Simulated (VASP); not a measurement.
# Al (Fm-3m) in VASP: convergence with SIGMA

Aim: find how far SIGMA must go before the results for Al settle, at PBEsol. This setting moves, with any that are tied to it; all else stays.

All numbers are computed with VASP 6.6.1; they aren't measurements. Logs are shortened: lines on timing, memory, paths and dates and some standing lists are left out, and cuts for length are marked.

**1. The crystal as given**

Symmetry: Fm-3m, No. 225, cubic system. The conventional cell has a = 4.050 Å, b = 4.050 Å, c = 4.050 Å, α = 90.00°, β = 90.00°, γ = 90.00°. Al (site symmetry m-3m) is surrounded by 12 Al at 2.86 Å.

**2. With SIGMA 0.3 eV**

INCAR

```
  PREC = Accurate
  ENCUT = 500
  EDIFF = 1E-7
  ISMEAR = 0
  SIGMA = 0.3
  LREAL = False
  LASPH = True
  NELM = 100
  ALGO = Fast
  ISIF = 2
  LWAVE = False
  LCHARG = False
  GGA = PS
```

KPOINTS

```
regular mesh
0
Gamma
  11 11 11
```

POSCAR

```
Al
1.0
    0.0000000000      2.0248050000      2.0248050000
    2.0248050000      0.0000000000      2.0248050000
    2.0248050000      2.0248050000      0.0000000000
Al
1
Direct
    0.0000000000      0.0000000000      0.0000000000
```

Potentials or basis: VASP PAW PBE potentials, release 64 (Al).

Started as:

```
cat potpaw_PBE.64/Al/POTCAR > POTCAR
mpirun -np 1 vasp_std > vasp.out
```

OUTCAR:

```text
PREC = Accurate
   ENCUT = 500
   EDIFF = 1E-7
   ISMEAR = 0
   LREAL = False
   LASPH = True
   NELM = 100
   ISIF = 2
   GGA = PS

 Found     56 irreducible k-points:

 Following reciprocal coordinates:
            Coordinates               Weight
  0.000000  0.000000  0.000000      1.000000
  0.090909  0.000000  0.000000      8.000000
  0.181818  0.000000  0.000000      8.000000
  0.272727  0.000000  0.000000      8.000000
  0.363636  0.000000  0.000000      8.000000
  0.454545  0.000000  0.000000      8.000000
   k-points           NKPTS =     56   k-points in BZ     NKDIM =     56   number of bands    NBANDS=      5
   number of dos      NEDOS =    301   number of ions     NIONS =      1
   total plane-waves  NPLWV =  13824
   dimension x,y,z NGX =    24 NGY =   24 NGZ =   24
   dimension x,y,z NGXF=    48 NGYF=   48 NGZF=   48
   ions per type =               1
   NGX,Y,Z   is equivalent  to a cutoff of  13.93, 13.93, 13.93 a.u.
   NGXF,Y,Z  is equivalent  to a cutoff of  27.87, 27.87, 27.87 a.u.
 SYSTEM =  unknown system
   PREC   = accura    normal or accurate (medium, high low for compatibility)
   ISTART =      0    job   : 0-new  1-cont  2-samecut
   ICHARG =      2    charge: 1-file 2-atom 10-const
   ISPIN  =      1    spin polarized calculation?
   LNONCOLLINEAR =      F non collinear calculations
   LSORBIT =      F    spin-orbit coupling
   LASPH  =      T    aspherical Exc in radial PAW
   ENCUT  =  500.0 eV  36.75 Ry    6.06 a.u.   5.22  5.22  5.22*2*pi/ulx,y,z
   NELM   =    100;   NELMIN=  2; NELMDL= -5     # of ELM steps
   EDIFF  = 0.1E-06   stopping-criterion for ELM
   LREAL  =      F    real-space projection
   EDIFFG = 0.1E-05   stopping-criterion for IOM
   NSW    =      0    number of steps for IOM
   IBRION =     -1    ionic relax: 0-MD 1-quasi-New 2-CG
   NFREE  =      0    steps in history (QN), initial steepest desc. (CG)
   ISIF   =      2    stress and relaxation
   ISYM   =      2    0-nonsym 1-usesym 2-fastsym
   POTIM  = 0.5000    time-step for ionic-motion
   TEBEG  =    0.0;   TEEND  =   0.0 temperature during run
   PSTRESS=    0.0 pullay stress
   NELECT =       3.0000    total number of electrons
   NUPDOWN=      -1.0000    fix difference up-down
   EMIN   =  10.00;   EMAX   =-10.00  energy-range for DOS
   EFERMI =   0.00;   METHOD = LEGACY
   ISMEAR =     0;   SIGMA  =   0.30  broadening in eV -4-tet -1-fermi 0-gaus
   EFERMI_NEDOS =   21; number of points for ismear=-14 and -15
   IALGO  =     68    algorithm
   IMIX   =      4    mixing-type and parameters
     AMIX     =   0.40;   BMIX     =  1.00
     AMIX_MAG =   1.60;   BMIX_MAG =  1.00
  volume/ion in A,a.u.               =      16.60       112.04
  Fermi-wavevector in a.u.,A,eV,Ry     =   0.925526  1.748991 11.654733  0.856599
  Thomas-Fermi vector in A             =   2.051390
   LORBIT       =      0    0 simple, 1 ext, 2 COOP (PROOUT), +10 PAW based schemes
   GGA     = PS    functional components
   LHFCALC =     F    Hartree Fock is set to
   AEXX    =    0.0000 exact exchange contribution
   IVDW    =     0    specifies the selected vdW correction
   LEPSILON=     F    determine dielectric tensor
   LRPA    =     F    only Hartree local field effects (RPA)
 non-spin polarized calculation
 RMM-DIIS sequential band-by-band and
 Gauss-broadening in eV      SIGMA  =   0.30
  energy-cutoff  :      500.00
  volume of cell :       16.60
 maximum number of plane-waves:       440
 NGX is ok and might be reduce to    24
   NGX = 11   NGY = 11   NGZ = 11

 number of electron       3.0000000 magnetization

 Free energy of the ion-electron system (eV)
  ---------------------------------------------------
  ext. energy  EPLUGINS =         0.00000000
  ---------------------------------------------------
  free energy    TOTEN  =        -4.10690346 eV

  energy without entropy =       -4.09049537  energy(sigma->0) =       -4.09869942

 E-fermi :   7.9119     XC(G=0): -10.2343

 val. band max:        7.8836960365   @ k =  -0.4545   0.3636   0.0000
 cond. band min:       7.9162559896   @ k =   0.4545   0.1818   0.0909
 fundamental gap:      0.0325599531
 Fermi energy:         7.9119445060

 k-point     1 :       0.0000    0.0000    0.0000
  band No.  band energies     occupation
      1      -3.2017      2.00000
      2      20.4464      0.00000
      3      20.4464      0.00000
      4      20.4464      0.00000
      5      21.8911      0.00000

 k-point     2 :       0.0909    0.0000    0.0000
  band No.  band energies     occupation
      1      -2.9782      2.00000
      2      17.5343      0.00000
      3      19.8002      0.00000
      4      19.8002      0.00000
      5      22.5817      0.00000

 k-point     3 :       0.1818    0.0000    0.0000
  band No.  band energies     occupation
      1      -2.3095      2.00000
      2      13.8977      0.00000
      3      19.0686      0.00000
      4      19.0686      0.00000
      5      22.3518      0.00000

 k-point     4 :       0.2727    0.0000    0.0000
  band No.  band energies     occupation
      1      -1.2021      2.00000
      2      10.4795      0.00000
      3      18.6608      0.00000
      4      18.6608      0.00000
      5      22.1447      0.00000

 k-point     5 :       0.3636    0.0000    0.0000
  band No.  band energies     occupation
      1       0.3341      2.00000
      2       7.3823      1.98747
      3      18.6168      0.00000
      4      18.6168      0.00000
      5      20.7307      0.00000

 k-point     6 :       0.4545    0.0000    0.0000
  band No.  band energies     occupation
      1       2.2844      2.00000
      2       4.6474      2.00000
      3      18.9450      0.00000
      4      18.9450      0.00000
      5      19.6547      0.00000

 [... further k-points ...]

------------------------ aborting loop because EDIFF is reached ----------------------------------------

  FORCE on cell =-STRESS in cart. coord.  units (eV):
  Direction    XX          YY          ZZ          XY          YZ          ZX
  --------------------------------------------------------------------------------------
  -------------------------------------------------------------------------------------
  Total       -0.1912884     -0.1912884     -0.1912884     -0.0000000      0.0000000      0.0000000
  in kB      -18.4594855    -18.4594855    -18.4594855     -0.0000000      0.0000000      0.0000000
  external PRESSURE =     -18.4594855 kB  Pullay stress =       0.0000000 kB

 VOLUME and BASIS-vectors are now :
 -----------------------------------------------------------------------------
  energy-cutoff  :      500.00
  volume of cell :       16.60
      direct lattice vectors                 reciprocal lattice vectors
     0.000000000  2.024805000  2.024805000    -0.246937359  0.246937359  0.246937359
     2.024805000  0.000000000  2.024805000     0.246937359 -0.246937359  0.246937359
     2.024805000  2.024805000  0.000000000     0.246937359  0.246937359 -0.246937359

 POSITION                                       TOTAL-FORCE (eV/Angst)
 -----------------------------------------------------------------------------------
      0.00000      0.00000      0.00000         0.000000      0.000000      0.000000
 -----------------------------------------------------------------------------------
    total drift:                                0.000000      0.000000      0.000000

  FREE ENERGIE OF THE ION-ELECTRON SYSTEM (eV)
  ---------------------------------------------------
  free  energy   TOTEN  =        -4.1069034609 eV

  energy  without entropy=       -4.0904953696  energy(sigma->0) =       -4.09869942
```

Wall time 6.8 s (1 thread of AMD EPYC 7R13 (Zen 3), shared host); peak memory 0.1 GiB.

What came out:

- Free energy: -4.1069 eV
- Pressure: -1.8 GPa
- Band gap on the k mesh: none (metal or under the smearing width)

**3. With SIGMA 0.2 eV**

INCAR, as its differences from that of step 2:

```diff
@@ -4,3 +4,3 @@
   ISMEAR = 0
-  SIGMA = 0.3
+  SIGMA = 0.2
   LREAL = False
```

KPOINTS is that of step 2.

POSCAR is that of step 2.

Potentials or basis: VASP PAW PBE potentials, release 64 (Al).

Started as:

```
cat potpaw_PBE.64/Al/POTCAR > POTCAR
mpirun -np 1 vasp_std > vasp.out
```

It took 6.3 s on 1 thread of AMD EPYC 7R13 (Zen 3), shared host; peak memory 0.1 GiB.

Results:

```
Free energy            : -4.1022 eV
Pressure               : -1.9 GPa
Band gap on the k mesh : none (metal or under the smearing width)
```

**4. With SIGMA 0.15 eV**

INCAR, as its differences from that of step 3:

```diff
@@ -4,3 +4,3 @@
   ISMEAR = 0
-  SIGMA = 0.2
+  SIGMA = 0.15
   LREAL = False
```

KPOINTS is that of step 3.

POSCAR is that of step 3.

Started as:

```
cat potpaw_PBE.64/Al/POTCAR > POTCAR
mpirun -np 1 vasp_std > vasp.out
```

Run time: 7.1 s. Hardware: 1 thread of AMD EPYC 7R13 (Zen 3), shared host; peak memory 0.1 GiB.

Results:

```
Free energy            : -4.1003 eV
Pressure               : -1.9 GPa
Band gap on the k mesh : none (metal or under the smearing width)
```

**5. With SIGMA 0.1 eV**

INCAR, as its differences from that of step 4:

```diff
@@ -4,3 +4,3 @@
   ISMEAR = 0
-  SIGMA = 0.15
+  SIGMA = 0.1
   LREAL = False
```

KPOINTS is that of step 4.

POSCAR is that of step 4.

Started as:

```
cat potpaw_PBE.64/Al/POTCAR > POTCAR
mpirun -np 1 vasp_std > vasp.out
```

Wall time 6.8 s (1 thread of AMD EPYC 7R13 (Zen 3), shared host); peak memory 0.1 GiB.

What came out:

- Free energy: -4.0988 eV
- Pressure: -1.9 GPa
- Band gap on the k mesh: none (metal or under the smearing width)

**6. With SIGMA 0.05 eV**

INCAR, as its differences from that of step 5:

```diff
@@ -4,3 +4,3 @@
   ISMEAR = 0
-  SIGMA = 0.1
+  SIGMA = 0.05
   LREAL = False
```

KPOINTS is that of step 5.

POSCAR is that of step 5.

Potentials or basis: VASP PAW PBE potentials, release 64 (Al).

Started as:

```
cat potpaw_PBE.64/Al/POTCAR > POTCAR
mpirun -np 1 vasp_std > vasp.out
```

Run time: 6.7 s. Hardware: 1 thread of AMD EPYC 7R13 (Zen 3), shared host; peak memory 0.1 GiB.

What came out:

| Item | Value |
| --- | --- |
| Free energy | -4.0974 eV |
| Pressure | -1.9 GPa |
| Band gap on the k mesh | none (metal or under the smearing width) |

**7. With SIGMA 0.02 eV**

INCAR, as its differences from that of step 6:

```diff
@@ -4,3 +4,3 @@
   ISMEAR = 0
-  SIGMA = 0.05
+  SIGMA = 0.02
   LREAL = False
```

KPOINTS is that of step 6.

POSCAR is that of step 6.

Started as:

```
cat potpaw_PBE.64/Al/POTCAR > POTCAR
mpirun -np 1 vasp_std > vasp.out
```

Run time: 7 s. Hardware: 1 thread of AMD EPYC 7R13 (Zen 3), shared host; peak memory 0.1 GiB.

What came out:

```
Free energy            : -4.0966 eV
Pressure               : -1.9 GPa
Band gap on the k mesh : none (metal or under the smearing width)
```

**8. With SIGMA 0.01 eV**

INCAR, as its differences from that of step 7:

```diff
@@ -4,3 +4,3 @@
   ISMEAR = 0
-  SIGMA = 0.02
+  SIGMA = 0.01
   LREAL = False
```

KPOINTS is that of step 7.

POSCAR is that of step 7.

Started as:

```
cat potpaw_PBE.64/Al/POTCAR > POTCAR
mpirun -np 1 vasp_std > vasp.out
```

Run time: 6.8 s. Hardware: 1 thread of AMD EPYC 7R13 (Zen 3), shared host; peak memory 0.1 GiB.

It converged, with:

```
Free energy            : -4.0965 eV
Pressure               : -2.0 GPa
Band gap on the k mesh : none (metal or under the smearing width)
```

**9. Result**

| SIGMA | energy less the tightest run, at zero smearing (meV/atom) | pressure (GPa) | SCF cycles | CPU time (s) | peak memory (GiB) |
| --- | --- | --- | --- | --- | --- |
| 0.3 eV | -2.27 | -1.85 | 13 | 6 | 0.1 |
| 0.2 eV | -1.73 | -1.86 | 13 | 5.5 | 0.1 |
| 0.15 eV | -1.43 | -1.87 | 13 | 6.4 | 0.1 |
| 0.1 eV | -0.89 | -1.88 | 13 | 6 | 0.1 |
| 0.05 eV | -0.24 | -1.90 | 13 | 6 | 0.1 |
| 0.02 eV | -0.03 | -1.95 | 13 | 6.2 | 0.1 |
| 0.01 eV | 0.00 | -1.97 | 13 | 6.1 | 0.1 |

Against the tightest run, the energy stays within 1 meV/atom from 0.1 eV on; the pressure stays within 0.1 GPa from 0.15 eV on. Narrower smearing needs a denser k mesh, so at a fixed mesh the narrowest width isn't the most accurate. The tightest run that finished is the yardstick and may itself not be fully converged.

Caveats: the PAW data sets were made with another functional, which shifts forces and pressure a little.
